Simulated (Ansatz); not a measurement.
## Response of WS2 to small distortions

```yaml
crystal:
  lattice:
    - [1.57900, 0.91164, 6.16333]
    - [-1.57900, 0.91164, 6.16333]
    - [0.00000, -1.82327, 6.16333]
  atoms:
    - { symbol: W, position: [0.00000, 0.00000, 0.00000] }
    - { symbol: S, position: [0.75030, 0.75030, 0.75030] }
    - { symbol: S, position: [0.58100, 0.58100, 0.58100] }
```

Atoms are numbered in the order listed.

The cell comes from COD entry 9012192, which wasn't checked; take it as a given geometry.

Spin–orbit coupling is left out, though it moves levels of the heavy atoms by tenths of an eV or more.

Computed with Ansatz 0.2.0, DFT, LDA, PAW with Ansatz's default frozen-core files, scalar-relativistic.

Sampling and basis: a Γ-centred 13×13×13 k mesh, Fermi–Dirac smearing of 0.08 eV, cutoff 420 eV, no spin polarisation; the PAW files were made with PBE, and the program remakes their frozen cores for this functional.

The unchanged cell is at -3.65 GPa.

x, y and z are the Cartesian axes of the cell as listed; fractional coordinates follow a strain, and an engineering shear is twice the off-diagonal strain component.

**Question.** One change gave: energy change +8.9 meV/atom; stress change (xx, yy, zz, yz, xz, xy) 0.09, 0.38, 0.23, -2.97, -3.08, -2.10 GPa, compression positive; change of the force on S2 (-0.364, -0.301, 0.042) eV/Å; gap on the k mesh 0.99 → 0.98 eV. Which change was it?
A. equal xy, yz and zx engineering shear strains of -2 %
B. equal xy, yz and zx engineering shear strains of -1 %
C. equal xy, yz and zx engineering shear strains of -3 %
D. equal xy, yz and zx engineering shear strains of +1 %
E. equal xy, yz and zx engineering shear strains of +2 %

**Answer.** E. For equal xy, yz and zx engineering shear strains of -3 %: energy change +21.2 meV/atom; stress change (xx, yy, zz, yz, xz, xy) 0.70, 0.38, 0.54, 4.68, 4.91, 3.37 GPa, compression positive; change of the force on S2 (0.639, 0.497, 0.099) eV/Å; gap on the k mesh 0.99 → 0.97 eV. For equal xy, yz and zx engineering shear strains of -1 %: energy change +2.3 meV/atom; stress change (xx, yy, zz, yz, xz, xy) 0.12, 0.00, 0.06, 1.53, 1.60, 1.09 GPa, compression positive; change of the force on S2 (0.200, 0.159, 0.011) eV/Å; gap on the k mesh 0.99 → 0.98 eV. For equal xy, yz and zx engineering shear strains of -2 %: energy change +9.3 meV/atom; stress change (xx, yy, zz, yz, xz, xy) 0.35, 0.13, 0.24, 3.09, 3.23, 2.22 GPa, compression positive; change of the force on S2 (0.412, 0.325, 0.044) eV/Å; gap on the k mesh 0.99 → 0.98 eV. For equal xy, yz and zx engineering shear strains of +1 %: energy change +2.3 meV/atom; stress change (xx, yy, zz, yz, xz, xy) -0.01, 0.13, 0.06, -1.50, -1.56, -1.07 GPa, compression positive; change of the force on S2 (-0.188, -0.153, 0.011) eV/Å; gap on the k mesh 0.99 → 0.99 eV.
